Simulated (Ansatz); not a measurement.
# SiC: equilibrium volume by level of theory

```
Si C
1.0
     3.09500    0.00000    0.00000
    -1.54750    2.68035    0.00000
     0.00000    0.00000   15.17000
Si C
6 6
Cartesian
  1.5475 0.8934 6.9524
  0.0000 1.7869 14.5374
  1.5475 0.8934 12.0101
  0.0000 1.7869 4.4251
  0.0000 0.0000 9.4812
  0.0000 0.0000 1.8962
  1.5475 0.8934 5.0562
  0.0000 1.7869 12.6412
  1.5475 0.8934 10.1138
  0.0000 1.7869 2.5288
  0.0000 0.0000 7.5850
  0.0000 0.0000 0.0000
```

```tsv
rung	level	program and potentials	cutoff (eV)	k mesh	core time	chip	equilibrium volume (Å³/atom)	notes
GGA	rPW86-PBE	Ansatz, Ansatz PAW	420	10 × 10 × 2	44 s	Intel Xeon Platinum 8488C Sapphire Rapids	10.69	potentials made for PBE, which Ansatz adapts in part
GGA	PBE	Ansatz, Ansatz PAW	420	10 × 10 × 2	51 s	Arm Neoverse V1	10.50	-
GGA	RPBE	Ansatz, Ansatz PAW	420	10 × 10 × 2	51 s	Intel Xeon	10.66	potentials made for PBE, which Ansatz adapts in part
GGA	revPBE	Ansatz, Ansatz PAW	420	10 × 10 × 2	59 s	Arm Neoverse V1	10.62	potentials made for PBE, which Ansatz adapts in part
GGA + dispersion	RPBE+D4	Ansatz, Ansatz PAW	420	10 × 10 × 2	72 s	Intel Xeon Platinum 8488C Sapphire Rapids	10.18	potentials made for PBE, which Ansatz adapts in part
LDA	LDA	Ansatz, Ansatz PAW	420	10 × 10 × 2	78 s	Arm Neoverse V1	10.14	potentials made for PBE, which Ansatz adapts in part
GGA	PBEsol	Ansatz, Ansatz PAW	420	10 × 10 × 2	80 s	Intel Xeon	10.33	potentials made for PBE, which Ansatz adapts in part
GGA + dispersion	BLYP+D4	Ansatz, Ansatz PAW	420	10 × 10 × 2	85 s	Arm Neoverse V1	10.30	potentials made for PBE, which Ansatz adapts in part
GGA + dispersion	BLYP+D3(BJ)	Ansatz, Ansatz PAW	420	10 × 10 × 2	89 s	Arm Neoverse V1	10.24	potentials made for PBE, which Ansatz adapts in part
GGA + dispersion	PBEsol+D3(BJ)	Ansatz, Ansatz PAW	420	10 × 10 × 2	89 s	Arm Neoverse V1	10.16	potentials made for PBE, which Ansatz adapts in part
GGA + dispersion	RPBE+D3(BJ)	Ansatz, Ansatz PAW	420	10 × 10 × 2	92 s	Intel Xeon	9.62	potentials made for PBE, which Ansatz adapts in part
GGA	BLYP	Ansatz, Ansatz PAW	420	10 × 10 × 2	97 s	Intel Xeon	10.73	potentials made for PBE, which Ansatz adapts in part
GGA + dispersion	revPBE+D3(BJ)	Ansatz, Ansatz PAW	420	10 × 10 × 2	1.7 min	Intel Xeon Platinum 8259CL Skylake/Cascade Lake	10.17	potentials made for PBE, which Ansatz adapts in part
GGA + dispersion	PBE+D4	Ansatz, Ansatz PAW	420	10 × 10 × 2	1.7 min	Intel Xeon	10.30	-
GGA + dispersion	PBE+D3(BJ)	Ansatz, Ansatz PAW	420	10 × 10 × 2	1.8 min	Intel Xeon	10.28	-
GGA + dispersion	PBEsol+D4	Ansatz, Ansatz PAW	420	10 × 10 × 2	1.9 min	Arm Neoverse V1	10.22	potentials made for PBE, which Ansatz adapts in part
GGA + dispersion	revPBE+D4	Ansatz, Ansatz PAW	420	10 × 10 × 2	3.5 min	Arm Neoverse N1	10.19	potentials made for PBE, which Ansatz adapts in part
```

Times are single runs on shared hosts and different chips, so they are rough; meshes, cutoffs and the tasks' sizes weigh on the time. Task: relaxation of cell and atoms. All rows: no spin polarisation. Meshes are those of the run's cell of 12 atoms unless a note names another. Relaxations start from the cell shown or near it and stop with a little pressure left. Runs on faulty files, with rough fits or with known faults for this quantity aren't shown. No row holds spin-orbit coupling.

By rung: LDA 10.14; GGA 10.33 to 10.73; GGA + dispersion 9.62 to 10.30 (Å³/atom).
